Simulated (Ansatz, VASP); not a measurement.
# One calculation of AlCu, two programs

```
CELL_PARAMETERS angstrom
2.96033 0.00000 0.00000
0.00000 2.96033 0.00000
0.00000 0.00000 2.96033
ATOMIC_POSITIONS crystal
Al 0.00000 0.00000 0.00000
Cu 0.50000 0.50000 0.50000
```

Alike in both runs: functional PBEsol; k mesh 7 × 7 × 7; no spin polarisation.

Ansatz relaxed the structure, and its values are those at the end. VASP's run is a single point on that final structure, the one shown.

|  | VASP | Ansatz |
| --- | --- | --- |
| version | VASP 6.6.1 | Ansatz 0.2.0 |
| potentials or method | VASP PAW PBE potentials, release 64 (Al, Cu) | plane waves, PAW |
| plane-wave cutoff (eV) | 520 | 550 |
| occupations | gaussian, width 0.1 eV | gaussian |
| valence electrons in the cell | 14 | 22 |

Ansatz gave:

```
pressure (GPa) : 0.0
```

Task: Estimate VASP's values.

Result: Pressure (GPa): 0.8.

The two sets of potentials don't hold the same shells in valence.

Caveats: the PAW data sets were made with another functional, which shifts forces and pressure a little (VASP).
